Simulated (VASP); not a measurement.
# Ge (Fd-3m) in VASP: band structure with PBE

Aim: the band structure of Ge with PBE.

Program: VASP 6.6.1. These are calculated values, not measurements. Logs are shortened: lines on timing, memory, paths and dates and some standing lists are left out, and cuts for length are marked.

**Measured values to compare with.**

“Temperature-dependent photoluminescence in Ge: experiment and theory”, 2020, arxiv:2003.00143 reports, for a bulk crystal of Ge at 0 K: band gap 0.744 eV (indirect).

How close the calculation comes is told below.

## (1) The crystal as given

Symmetry: Fd-3m, No. 227, cubic system. The conventional cell has a = 5.779 Å, b = 5.779 Å, c = 5.779 Å, α = 90.00°, β = 90.00°, γ = 90.00°. Around Ge (site symmetry -43m) lie 4 Ge at 2.50 Å.

## (2) Band structure, PBE

Input file POSCAR:

```
Ge                                      
1.0
   -0.0000000000      2.8896707898      2.8896707898
    2.8896707898      0.0000000000      2.8896707898
    2.8896707898      2.8896707898      0.0000000000
  Ge            
     2
Direct
     1.0000000000000000    0.0000000000000000    1.0000000000000000
     0.2500000000000000    0.2500000000000000    0.2500000000000000
```

Input file INCAR.step1:

```
SYSTEM = Ge
PREC = Accurate ; ENCUT = 520
EDIFF = 1E-7 ; ISMEAR = 0
SIGMA = 1.0 ; LREAL = .False.
LASPH = .True. ; NELM = 60
ALGO = Normal ; ISIF = 2
LWAVE = .False. ; LCHARG = .True.
GGA = PE ; NBANDS = 21
```

Input file KPOINTS.step1:

```
Automatic mesh
0
Gamma
  10 10 10
  0 0 0
```

Input file INCAR.step2:

```
SYSTEM = Ge
PREC = Accurate ; ENCUT = 520
EDIFF = 1E-7 ; ISMEAR = 0
SIGMA = 0.05 ; LREAL = .False.
LASPH = .True. ; NELM = 60
ALGO = Normal ; ISIF = 2
LWAVE = .False. ; LCHARG = .False.
GGA = PE ; NBANDS = 21
ICHARG = 11
```

Input file KPOINTS.step2:

```
path GXWKGLUWLK,UX
20
line-mode
reciprocal
 0.0000000000  0.0000000000  0.0000000000  G
 0.5000000000  0.0000000000  0.5000000000  X

 0.5000000000  0.0000000000  0.5000000000  X
 0.5000000000  0.2500000000  0.7500000000  W

 0.5000000000  0.2500000000  0.7500000000  W
 0.3750000000  0.3750000000  0.7500000000  K

 0.3750000000  0.3750000000  0.7500000000  K
 0.0000000000  0.0000000000  0.0000000000  G

 0.0000000000  0.0000000000  0.0000000000  G
 0.5000000000  0.5000000000  0.5000000000  L

 0.5000000000  0.5000000000  0.5000000000  L
 0.6250000000  0.2500000000  0.6250000000  U

 0.6250000000  0.2500000000  0.6250000000  U
 0.5000000000  0.2500000000  0.7500000000  W

 0.5000000000  0.2500000000  0.7500000000  W
 0.5000000000  0.5000000000  0.5000000000  L

 0.5000000000  0.5000000000  0.5000000000  L
 0.3750000000  0.3750000000  0.7500000000  K

 0.6250000000  0.2500000000  0.6250000000  U
 0.5000000000  0.0000000000  0.5000000000  X
```

Potentials or basis: VASP PAW PBE potentials, release 64 (Ge_d).

The run is started by

```bash
$ cat potpaw_PBE.64/Ge_d/POTCAR > POTCAR
$ cp INCAR.step1 INCAR
$ cp KPOINTS.step1 KPOINTS
$ mpirun -np 1 vasp_std > vasp.out
$ cp INCAR.step2 INCAR
$ cp KPOINTS.step2 KPOINTS
$ mpirun -np 1 vasp_std > vasp.out
```

OUTCAR:

```text
SYSTEM = Ge
   PREC = Accurate
   ENCUT = 520
   EDIFF = 1E-7
   ISMEAR = 0
   LREAL = .False.
   LASPH = .True.
   NELM = 60
   ISIF = 2
   GGA = PE
   ICHARG = 11

 ion  position               nearest neighbor table
   1  0.000  0.000  0.000-   2 2.50   2 2.50   2 2.50   2 2.50
   2  0.250  0.250  0.250-   1 2.50   1 2.50   1 2.50   1 2.50

  LATTYP: Found a face centered cubic cell.
 ALAT       =     5.7793415796

  Lattice vectors:

 A1 = (   0.0000000000,   2.8896707898,   2.8896707898)
 A2 = (   2.8896707898,   0.0000000000,   2.8896707898)
 A3 = (   2.8896707898,   2.8896707898,   0.0000000000)

Analysis of symmetry for initial positions (statically):
=====================================================================
 Subroutine PRICEL returns:
 Original cell was already a primitive cell.

 Routine SETGRP: Setting up the symmetry group for a
 face centered cubic supercell.

 Subroutine GETGRP returns: Found 48 space group operations
 (whereof 24 operations were pure point group operations)
 out of a pool of 48 trial point group operations.

The static configuration has the point symmetry T_d .
 The point group associated with its full space group is O_h .

Analysis of symmetry for dynamics (positions and initial velocities):
=====================================================================
 Subroutine PRICEL returns:
 Original cell was already a primitive cell.

 Routine SETGRP: Setting up the symmetry group for a
 face centered cubic supercell.

 Subroutine GETGRP returns: Found 48 space group operations
 (whereof 24 operations were pure point group operations)
 out of a pool of 48 trial point group operations.

The dynamic configuration has the point symmetry T_d .
 The point group associated with its full space group is O_h .

 Subroutine INISYM returns: Found 48 space group operations
 (whereof 24 operations are pure point group operations),
 and found     1 'primitive' translations

----------------------------------------------------------------------------------------

                                     Primitive cell

  volume of cell :      48.2586

  direct lattice vectors                    reciprocal lattice vectors
     0.000000000  2.889670790  2.889670790    -0.173030091  0.173030091  0.173030091
     2.889670790  0.000000000  2.889670790     0.173030091 -0.173030091  0.173030091
     2.889670790  2.889670790  0.000000000     0.173030091  0.173030091 -0.173030091

  length of vectors
     4.086611622  4.086611622  4.086611622     0.299696909  0.299696909  0.299696909

  position of ions in fractional coordinates (direct lattice)
     0.000000000  0.000000000  0.000000000
     0.250000000  0.250000000  0.250000000

  ion indices of the primitive-cell ions
   primitive index   ion index
                 1           1
                 2           2

----------------------------------------------------------------------------------------

 KPOINTS: path GXWKGLUWLK,UX

Interpolating k-points between supplied coordinates.

 Line segments in fractional coordinates (reciprocal lattice):
    0.000000  0.000000  0.000000  ...  0.500000  0.000000  0.500000
    0.500000  0.000000  0.500000  ...  0.500000  0.250000  0.750000
    0.500000  0.250000  0.750000  ...  0.375000  0.375000  0.750000
    0.375000  0.375000  0.750000  ...  0.000000  0.000000  0.000000
    0.000000  0.000000  0.000000  ...  0.500000  0.500000  0.500000
    0.500000  0.500000  0.500000  ...  0.625000  0.250000  0.625000
    0.625000  0.250000  0.625000  ...  0.500000  0.250000  0.750000
    0.500000  0.250000  0.750000  ...  0.500000  0.500000  0.500000
    0.500000  0.500000  0.500000  ...  0.375000  0.375000  0.750000
    0.625000  0.250000  0.625000  ...  0.500000  0.000000  0.500000

 Generated    20 points on each line segment, for a total of    200 k-points:

 Following reciprocal coordinates:
            Coordinates               Weight
  0.000000  0.000000  0.000000      0.005000
  0.026316  0.000000  0.026316      0.005000
  0.052632  0.000000  0.052632      0.005000
  0.078947  0.000000  0.078947      0.005000
  0.105263  0.000000  0.105263      0.005000
  0.131579  0.000000  0.131579      0.005000
[... 16 lines left out ...]
  0.500000  0.026316  0.526316      0.005000
  0.500000  0.039474  0.539474      0.005000
 [... further k-points ...]
   k-points           NKPTS =    200   k-points in BZ     NKDIM =    200   number of bands    NBANDS=     21
   number of dos      NEDOS =    301   number of ions     NIONS =      2
   total plane-waves  NPLWV =  27000
   dimension x,y,z NGX =    30 NGY =   30 NGZ =   30
   dimension x,y,z NGXF=    60 NGYF=   60 NGZF=   60
   ions per type =               2
   NGX,Y,Z   is equivalent  to a cutoff of  12.20, 12.20, 12.20 a.u.
   NGXF,Y,Z  is equivalent  to a cutoff of  24.41, 24.41, 24.41 a.u.
 SYSTEM =  Ge
   PREC   = accura    normal or accurate (medium, high low for compatibility)
   ISTART =      0    job   : 0-new  1-cont  2-samecut
   ICHARG =     11    charge: 1-file 2-atom 10-const
   ISPIN  =      1    spin polarized calculation?
   LNONCOLLINEAR =      F non collinear calculations
   LSORBIT =      F    spin-orbit coupling
   LASPH  =      T    aspherical Exc in radial PAW
   ENCUT  =  520.0 eV  38.22 Ry    6.18 a.u.   7.60  7.60  7.60*2*pi/ulx,y,z
   NELM   =     60;   NELMIN=  2; NELMDL=  0     # of ELM steps
   EDIFF  = 0.1E-06   stopping-criterion for ELM
   LREAL  =      F    real-space projection
   EDIFFG = 0.1E-05   stopping-criterion for IOM
   NSW    =      0    number of steps for IOM
   IBRION =     -1    ionic relax: 0-MD 1-quasi-New 2-CG
   NFREE  =      0    steps in history (QN), initial steepest desc. (CG)
   ISIF   =      2    stress and relaxation
   ISYM   =      2    0-nonsym 1-usesym 2-fastsym
   POTIM  = 0.5000    time-step for ionic-motion
   TEBEG  =    0.0;   TEEND  =   0.0 temperature during run
   PSTRESS=    0.0 pullay stress
   NELECT =      28.0000    total number of electrons
   NUPDOWN=      -1.0000    fix difference up-down
   EMIN   =  10.00;   EMAX   =-10.00  energy-range for DOS
   EFERMI =   0.00;   METHOD = LEGACY
   ISMEAR =     0;   SIGMA  =   0.05  broadening in eV -4-tet -1-fermi 0-gaus
   EFERMI_NEDOS =   21; number of points for ismear=-14 and -15
   IALGO  =     38    algorithm
   IMIX   =      4    mixing-type and parameters
     AMIX     =   0.40;   BMIX     =  1.00
     AMIX_MAG =   1.60;   BMIX_MAG =  1.00
  volume/ion in A,a.u.               =      24.13       162.83
  Fermi-wavevector in a.u.,A,eV,Ry     =   1.365429  2.580287 25.366655  1.864397
  Thomas-Fermi vector in A             =   2.491658
   LORBIT       =      0    0 simple, 1 ext, 2 COOP (PROOUT), +10 PAW based schemes
   GGA     = PE    functional components
   LHFCALC =     F    Hartree Fock is set to
   AEXX    =    0.0000 exact exchange contribution
   IVDW    =     0    specifies the selected vdW correction
   LEPSILON=     F    determine dielectric tensor
   LRPA    =     F    only Hartree local field effects (RPA)
 non-spin polarized calculation
 Gauss-broadening in eV      SIGMA  =   0.05
  energy-cutoff  :      520.00
  volume of cell :       48.26
 maximum number of plane-waves:      1317

 number of electron      27.9999973 magnetization

 Free energy of the ion-electron system (eV)
  ---------------------------------------------------
  ext. energy  EPLUGINS =         0.00000000
  ---------------------------------------------------
  free energy    TOTEN  =        -9.13146468 eV

  energy without entropy =       -9.12860729  energy(sigma->0) =       -9.13003599

 E-fermi :   4.3725     XC(G=0):  -9.6396

 val. band max:        4.3713230866   @ k =   0.0000   0.0000   0.0000
 cond. band min:       4.3729800289   @ k =   0.5000   0.5000   0.5000
 fundamental gap:      0.0016569423
 Fermi energy:         4.3725220628

 k-point     1 :       0.0000    0.0000    0.0000
  band No.  band energies     occupation
      1     -20.3623      2.00000
      2     -20.3623      2.00000
      3     -20.3623      2.00000
      4     -20.3300      2.00000
      5     -20.3300      2.00000
      6     -20.1522      2.00000
[... 13 lines left out ...]
     20      13.6973      0.00000
     21      13.6973      0.00000

 k-point     2 :       0.0263    0.0000    0.0263
  band No.  band energies     occupation
      1     -20.3627      2.00000
      2     -20.3625      2.00000
      3     -20.3625      2.00000
      4     -20.3297      2.00000
      5     -20.3290      2.00000
      6     -20.1551      2.00000
[... 13 lines left out ...]
     20      13.4831      0.00000
     21      13.7086      0.00000

 k-point     3 :       0.0526    0.0000    0.0526
  band No.  band energies     occupation
      1     -20.3639      2.00000
      2     -20.3632      2.00000
      3     -20.3632      2.00000
      4     -20.3287      2.00000
      5     -20.3259      2.00000
      6     -20.1609      2.00000
[... 13 lines left out ...]
     20      13.0336      0.00000
     21      13.7427      0.00000

 k-point     4 :       0.0789    0.0000    0.0789
  band No.  band energies     occupation
      1     -20.3655      2.00000
      2     -20.3643      2.00000
      3     -20.3643      2.00000
      4     -20.3271      2.00000
      5     -20.3213      2.00000
      6     -20.1678      2.00000
[... 13 lines left out ...]
     20      12.5317      0.00000
     21      13.7995      0.00000

 k-point     5 :       0.1053    0.0000    0.1053
  band No.  band energies     occupation
      1     -20.3670      2.00000
      2     -20.3658      2.00000
      3     -20.3658      2.00000
      4     -20.3248      2.00000
      5     -20.3156      2.00000
      6     -20.1754      2.00000
[... 13 lines left out ...]
     20      12.0468      0.00000
     21      13.8791      0.00000
[... 382 lines left out ...]
     20      15.3559      0.00000
     21      16.8646      0.00000

 k-point    22 :       0.5000    0.0132    0.5132
  band No.  band energies     occupation
      1     -20.3916      2.00000
      2     -20.3916      2.00000
      3     -20.3162      2.00000
      4     -20.3162      2.00000
      5     -20.2345      2.00000
      6     -20.2345      2.00000
[... 13 lines left out ...]
     20      15.3389      0.00000
     21      16.8598      0.00000

 k-point    23 :       0.5000    0.0263    0.5263
  band No.  band energies     occupation
      1     -20.3919      2.00000
      2     -20.3919      2.00000
      3     -20.3156      2.00000
      4     -20.3156      2.00000
      5     -20.2345      2.00000
      6     -20.2345      2.00000
[... 13 lines left out ...]
     20      15.2930      0.00000
     21      16.8491      0.00000

 k-point    24 :       0.5000    0.0395    0.5395
  band No.  band energies     occupation
      1     -20.3923      2.00000
      2     -20.3923      2.00000
      3     -20.3146      2.00000
      4     -20.3146      2.00000
      5     -20.2346      2.00000
      6     -20.2346      2.00000
[... 13 lines left out ...]
     20      15.2307      0.00000
     21      16.8387      0.00000

 [... further k-points ...]

------------------------ aborting loop because EDIFF is reached ----------------------------------------

  FORCE on cell =-STRESS in cart. coord.  units (eV):
  Direction    XX          YY          ZZ          XY          YZ          ZX
  --------------------------------------------------------------------------------------
  -------------------------------------------------------------------------------------
  Total        0.7378967      0.7378967      0.7378967      0.0000000     -0.0000000      0.0000000
  in kB       24.4980234     24.4980234     24.4980234      0.0000000     -0.0000000      0.0000000
  external PRESSURE =      24.4980234 kB  Pullay stress =       0.0000000 kB

 VOLUME and BASIS-vectors are now :
 -----------------------------------------------------------------------------
  energy-cutoff  :      520.00
  volume of cell :       48.26
      direct lattice vectors                 reciprocal lattice vectors
     0.000000000  2.889670790  2.889670790    -0.173030091  0.173030091  0.173030091
     2.889670790  0.000000000  2.889670790     0.173030091 -0.173030091  0.173030091
     2.889670790  2.889670790  0.000000000     0.173030091  0.173030091 -0.173030091

 POSITION                                       TOTAL-FORCE (eV/Angst)
 -----------------------------------------------------------------------------------
      0.00000      0.00000      0.00000         0.000000      0.000000      0.000000
      1.44484      1.44484      1.44484        -0.000000     -0.000000     -0.000000
 -----------------------------------------------------------------------------------
    total drift:                                0.000000      0.000000     -0.000000

  FREE ENERGIE OF THE ION-ELECTRON SYSTEM (eV)
  ---------------------------------------------------
  free  energy   TOTEN  =        -9.1314646848 eV

  energy  without entropy=       -9.1286072911  energy(sigma->0) =       -9.13003599
```

Run time: 64 s. Hardware: 1 thread of Intel Xeon 6975P-C (Granite Rapids), shared host; peak memory 0.27 GiB.

Results:

```
Band gap along the path : none (metal or under the smearing width)
```

Levels at the corners of the path, in eV from the Fermi level:
```
point  band 10  band 11  band 12  band 13  band 14  band 15  band 16  band 17  band 18  band 19
    Γ   -24.55   -12.33    -0.57    -0.03    -0.03    -0.03     2.50     2.50     2.50     6.23
    X   -24.51    -8.69    -8.69    -2.89    -2.89     0.80     0.80     8.97     8.97    10.95
    X   -24.51    -8.69    -8.69    -2.89    -2.89     0.80     0.80     8.97     8.97    10.95
    W   -24.50    -8.61    -8.61    -3.64    -3.64     4.04     4.04     4.65     4.65    10.51
    W   -24.50    -8.61    -8.61    -3.64    -3.64     4.04     4.04     4.65     4.65    10.51
    K   -24.50    -9.15    -8.13    -4.04    -2.48     1.17     3.93     6.80     7.05     7.85
    K   -24.50    -9.15    -8.13    -4.04    -2.48     1.17     3.93     6.80     7.05     7.85
    Γ   -24.55   -12.33    -0.57    -0.03    -0.03    -0.03     2.50     2.50     2.50     6.23
    Γ   -24.55   -12.33    -0.57    -0.03    -0.03    -0.03     2.50     2.50     2.50     6.23
    L   -24.52   -10.40    -7.35    -1.34    -1.34    -0.03     3.69     3.69     7.06    10.13
    L   -24.52   -10.40    -7.35    -1.34    -1.34    -0.03     3.69     3.69     7.06    10.13
    U   -24.50    -9.15    -8.13    -4.04    -2.48     1.17     3.93     6.80     7.05     7.85
    U   -24.50    -9.15    -8.13    -4.04    -2.48     1.17     3.93     6.80     7.05     7.85
    W   -24.50    -8.61    -8.61    -3.64    -3.64     4.04     4.04     4.65     4.65    10.51
    W   -24.50    -8.61    -8.61    -3.64    -3.64     4.04     4.04     4.65     4.65    10.51
    L   -24.52   -10.40    -7.35    -1.34    -1.34    -0.03     3.69     3.69     7.06    10.13
    L   -24.52   -10.40    -7.35    -1.34    -1.34    -0.03     3.69     3.69     7.06    10.13
    K   -24.50    -9.15    -8.13    -4.04    -2.48     1.17     3.93     6.80     7.05     7.85
    U   -24.50    -9.15    -8.13    -4.04    -2.48     1.17     3.93     6.80     7.05     7.85
    X   -24.51    -8.69    -8.69    -2.89    -2.89     0.80     0.80     8.97     8.97    10.95
```

Caveat: the log is that of the step along the path at fixed density, whose energy, stress, charges and moments have no meaning; this crystal is a semiconductor, whose small gap the functional closes, so the metal is an error of the method.

## (3) Comparison with measurements

Step 2. A measured gap of Ge is 0.744 eV (indirect; 0 K; “Temperature-dependent photoluminescence in Ge: experiment and theory”, 2020, arxiv:2003.00143); the calculated 0.00 eV misses it by -0.74 eV. 3 values of this kind are on record (0.666 to 0.807 eV); this one was drawn at random among those near their median. Spin-orbit coupling on Ge is left out. The value is that of PBE, without temperature or zero-point motion. Semilocal functionals fall short of measured gaps as a rule.
